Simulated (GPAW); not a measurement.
The system is AlN.

```
CELL_PARAMETERS angstrom
3.11300 0.00000 0.00000
-1.55650 2.69594 0.00000
0.00000 0.00000 4.98100
ATOMIC_POSITIONS crystal
Al 0.66667 0.33333 0.50000
Al 0.33333 0.66667 0.00000
N 0.66667 0.33333 0.88000
N 0.33333 0.66667 0.38000
```

| Property | Result |
| --- | --- |
| Program | GPAW 26.7.0 |
| Task | relaxation of cell and atoms |
| Functional | M06-L |
| Dispersion | D3 |
| Potentials or basis | GPAW PAW data sets (gpaw-data 1.2.1) |
| Cutoff | 800 eV |
| Basis | pw |
| k mesh | 7 × 7 × 4 |
| Occupations | fermi-dirac, width 0.05 eV |
| Spin | no spin polarisation |

At the start: pressure -4.7 GPa; volume 10.45 Å³/atom.

**Question.** How do energy, volume and symmetry change on relaxing?

**Answer.** Over 5 steps the energy falls by 2.8 meV/atom and the volume is 10.21 Å³/atom (-2.3 %); space group P6_3mc (No. 186, to 0.05 Å).

The path:
```tsv
step	energy change (eV)	largest force (eV/Å)	pressure (GPa)	volume (Å³)
1	0.0000	0.1148	-4.71	41.80
2	-0.0039	0.0698	-4.08	41.67
3	-0.0110	0.1005	-0.68	40.97
4	-0.0112	0.0716	-0.43	40.92
5	-0.0114	0.0019	0.01	40.83
```

Final structure:
```
Al N
1.0
     3.08675    0.00000    0.00000
    -1.54338    2.67321    0.00000
     0.00000    0.00000    4.94851
Al N
2 2
Direct
  0.66667 0.33333 0.49920
  0.33333 0.66667 0.99921
  0.66667 0.33333 0.88076
  0.33333 0.66667 0.38078
```

Caveat: later steps reuse the first step's grids; the PAW data sets were made with another functional, which shifts forces and pressure a little.
